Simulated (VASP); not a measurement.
Set up this calculation in VASP 6.6.1, as the native input.

- Task: single point
- Functional: PBE
- Potentials or basis: VASP PAW PBE potentials, release 64 (Rb_sv, Br)
- Cutoff: 520 eV
- k mesh: 6 × 6 × 6
- Occupations: gaussian, width 0.02 eV
- Spin: no spin polarisation
- Dipole correction: no
- Further INCAR settings: ALGO = Fast; EDIFF = 1e-06; NBANDS = 15

The structure of RbBr lies in POSCAR:

```
RbBr
1.0
    4.1929021031      0.0000000000      0.0000000000
    0.0000000000      4.1929021031      0.0000000000
    0.0000000000      0.0000000000      4.1929021031
Rb Br
1 1
Direct
    0.0000000000      0.0000000000      0.0000000000
    0.5000000000      0.5000000000      0.5000000000
```

The cell comes from a database or a generator and needn't be the stable form of this composition.

One way to write it, as run:

INCAR

```
SYSTEM = RbBr
ALGO = Fast
EDIFF = 1E-6
ENCUT = 520
GGA = PE
ISIF = 2
ISMEAR = 0
LASPH = .TRUE.
LCHARG = .FALSE.
LREAL = .FALSE.
LWAVE = .FALSE.
NBANDS = 15
NELM = 100
PREC = Accurate
SIGMA = 0.02
```

KPOINTS

```
k-points
0
G
  6 6 6
  0 0 0
```

Potentials or basis: VASP PAW PBE potentials, release 64 (Rb_sv, Br).

The run is started by

```sh
$ cat potpaw_PBE.64/Rb_sv/POTCAR potpaw_PBE.64/Br/POTCAR > POTCAR
$ mpirun -np 1 vasp_std > vasp.out
```

It gave:

The pressure is 0.1 GPa and the band gap on the k mesh is 3.92 eV, indirect (least direct gap 4.08 eV).

Run time: 14 s on 1 thread of Intel(R) Xeon(R) Platinum 8488C (Sapphire Rapids) (shared host), peak memory 0.17 GiB.
